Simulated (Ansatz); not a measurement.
## A series in volume per atom on Sb

Results calculated with Ansatz 0.2.0, not measured. Periodic Kohn-Sham DFT of a crystal at fixed atoms; pressure and stress are positive in compression; the energy is the free energy less that of spherical unpolarised free atoms; site moments are those in the method's own spheres, positive along +z.

Cell of the first row (space group R-3m, No. 166):
```
cell vectors (Å)
   2.1067     1.2163     3.6676
  -2.1067     1.2163     3.6676
   0.0000    -2.4326     3.6676
atoms (fractions of the cell vectors)
Sb  0.23364  0.23364  0.23364
Sb  0.76636  0.76636  0.76636
```

Settings of every row: method all-electron PAW; functional PBE; relativity scalar; k mesh 9x9x9; filling fermi-dirac; smearing width 0.05 eV; nucleus gaussian.

Atom start moment: 0 on all atoms.

Limits: no spin-orbit coupling on heavy atoms.

Limits of some rows: small gap, it may come from the mesh (row 4, 6, 7, 8, 9).

| row | volume per atom (Å³) | pressure (GPa) |
| --- | --- | --- |
| 1 | 28.193 | 7.625 |
| 2 | 28.793 | 5.975 |
| 3 | 29.393 | 4.482 |
| 4 | 29.693 | 3.79 |
| 5 | 29.993 | 3.132 |
| 6 | 30.293 | 2.507 |
| 7 | 30.593 | ? |
| 8 | 31.192 | 0.811 |
| 9 | 31.792 | -0.183 |

Question: what pressure should row 7 give?

Worked fit of pressure. Take u = (V_r/V)^(2/3) − 1 with V_r = 29.843 Å³ an atom, which is twice the finite (Eulerian) strain; such expansions in the strain, on which the Birch-Murnaghan equation of state is built, carry the rest volume and the bulk modulus. The shown rows have u = 0.03865, 0.02417, 0.01018, 0.00336, -0.00334, -0.00993, -0.02904, -0.0413. Least squares give pressure = 3.4571 + 98.179 × u + 246.45 × u² + 85 × u³ GPa; a parabola predicts inner rows, each left out in turn, worse (root mean square 0.0014 against 0.00076 GPa). The rows lie off it by 0.000, 0.000, 0.000, 0.000, 0.000, 0.001, -0.001, 0.000. The pressure vanishes at u = -0.0390, or V = 31.68 Å³ an atom, and there the bulk modulus at fixed shape and fractions is B = −V dP/dV = (2/3)(1 + u) dP/du = 50.8 GPa. Letting shape and atoms relax would as a rule lower it, by much in layered, chain or molecular crystals. The withheld row has u = -0.01641, so the fit gives 3.4571 + 98.179 × (-0.01641) + 246.45 × (-0.01641)² + 85 × (-0.01641)³ = 1.912 GPa.

The calculation gave 1.913 GPa. The fit lies 0.001 GPa (0.013 % of the column's range) below it, one unit of the last digit.
